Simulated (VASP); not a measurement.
A run of VASP 6.6.1 is set up as follows.

The input INCAR:

```
SYSTEM = BN
  PREC = Accurate
  ENCUT = 520
  EDIFF = 1E-6
  ISMEAR = 0
  SIGMA = 0.027000000000000003
  LREAL = .False.
  LASPH = .True.
  NELM = 100
  ALGO = Normal
  ISIF = 2
  LWAVE = .False.
  LCHARG = .False.
  GGA = PE
```

Contents of KPOINTS:

```
regular mesh
0
Gamma
  13 13 13
  0 0 0
```

The input POSCAR:

```
BN
1.0
    0.0000000000      1.8130010000      1.8130010000
    1.8130010000      0.0000000000      1.8130010000
    1.8130010000      1.8130010000      0.0000000000
N B
1 1
Direct
    0.2500000000      0.2500000000      0.2500000000
    0.0000000000      0.0000000000      0.0000000000
```

Potentials or basis: VASP PAW PBE potentials, release 64 (N, B).

Launch:

```bash
$ cat potpaw_PBE.64/N/POTCAR potpaw_PBE.64/B/POTCAR > POTCAR
$ mpirun -np 1 vasp_std > vasp.out
```

Question: Predict the band gap on the k mesh.

Answer: 4.52 eV, indirect (least direct gap 8.78 eV).

Question: Predict the pressure.

Answer: -0.2 GPa.

Caveat: an odd mesh through Γ misses points on the zone boundary, where band edges often lie.

The gap isn't set beside the measured one, since this odd mesh misses points on the zone boundary.
